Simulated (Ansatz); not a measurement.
# AgCl: response to strain

AgCl is deformed so: equal xy, yz and zx engineering shear strains of -1 %. What stress and forces result, by LAPW, PAW and all-electron datasets made for the crystal?

Computed with Ansatz 0.2.0 (DFT PBEsol, scalar-relativistic, unless a step's input says otherwise).

## Step 1: Starting point

It takes space group Pm-3m (No. 221, cubic). The conventional cell has a = 3.434 Å, b = 3.434 Å, c = 3.434 Å, α = 90.00°, β = 90.00°, γ = 90.00°. Ag (site symmetry m-3m) is surrounded by 8 Cl at 2.97 Å. Cl (site symmetry m-3m) has 8 Ag at 2.97 Å as nearest neighbours.

As a file:

```
CELL_PARAMETERS angstrom
3.43397 0.00000 0.00000
0.00000 3.43397 0.00000
0.00000 0.00000 3.43397
ATOMIC_POSITIONS crystal
Ag 0.00000 0.00000 0.00000
Cl 0.50000 0.50000 0.50000
```

Atoms are numbered in the order of the input: Ag1, Cl2.

## Step 2: After the deformation

Space group Pm-3m before, R-3m after.

## Step 3: Full-potential LAPW

File input.yaml:

```yaml
crystal:
  lattice:
    - [3.433973, -0.017169865, -0.017169865]
    - [-0.017169865, 3.433973, -0.017169865]
    - [-0.017169865, -0.017169865, 3.433973]
  atoms:
    - { symbol: Ag, position: [0.0, 0.0, 0.0] }
    - { symbol: Cl, position: [0.5, 0.5, 0.5] }
kpoints:
  mp_grid: { grid: [9, 9, 9] }
  band_path:
    path:
      - [0.0, 0.0, 0.0]
      - [0.5, 0.0, 0.0]
      - [0.5, -0.5, 0.5]
      - [0.4901240068, -0.5098759932, 0.4901240068]
      - [0.4901240068, 0.4901240068, 0.4901240068]
      - [0.0, 0.0, 0.0]
      - [0.5, -0.5, 0.0]
    npoints: 5
scf:
  occupations: { method: fermi_dirac, width: 0.01 }
hamiltonian:
  xc: pbesol
  pseudopotentials: { kind: all_electron, lapw: { basis_error: 0.001 } }
output:
  forces: true
  stress: true
  eigenvalues: true
```

Launch:

```console
> ansatz run input.yaml --threads 1 --pin off --max-ram 3072MiB --backend cpu --events-out ev --progress --plain --runs-dir out
```

## Step 4: Frozen-core PAW

File input.yaml:

```yaml
crystal:
  lattice:
    - [3.433973, -0.017169865, -0.017169865]
    - [-0.017169865, 3.433973, -0.017169865]
    - [-0.017169865, -0.017169865, 3.433973]
  atoms:
    - { symbol: Ag, position: [0.0, 0.0, 0.0] }
    - { symbol: Cl, position: [0.5, 0.5, 0.5] }
kpoints:
  mp_grid: { grid: [9, 9, 9] }
scf:
  occupations: { method: fermi_dirac, width: 0.01 }
hamiltonian:
  xc: pbesol
  pseudopotentials: { kind: paw }
output:
  forces: true
  stress: true
  eigenvalues: true
  efg: { contact_densities: true }
  write_density: true
  write_potential: true
  elf: true
  volumetric_format: npy
```

## Step 5: All-electron PAW on datasets made for the crystal

Changes to input.yaml since step 4:

```diff
@@ -14,3 +14,3 @@
   xc: pbesol
-  pseudopotentials: { kind: paw }
+  pseudopotentials: { kind: all_electron, datasets: crystal }
 output:
@@ -20,5 +20 @@
   efg: { contact_densities: true }
-  write_density: true
-  write_potential: true
-  elf: true
-  volumetric_format: npy
```

(Steps that only read results are left out.)

**Question.** What will these runs give? Wanted: pressure; largest shear or deviatoric stress.

As calculated:

| quantity | value |
| --- | --- |
| pressure | LAPW -4.59, PAW -4.59, crystal datasets -4.58 GPa |
| largest shear or deviatoric stress (LAPW) | 0.15 GPa |

**Reading.** The largest part of the stress beyond the pressure is 0.15 GPa in size; the atoms are carried along and not relaxed. No run of the undeformed cell stands beside it, so the pressure holds what the given cell had before the change. PAW: stress within 0.01 GPa of LAPW. Crystal datasets: stress within 0.01 GPa of LAPW.
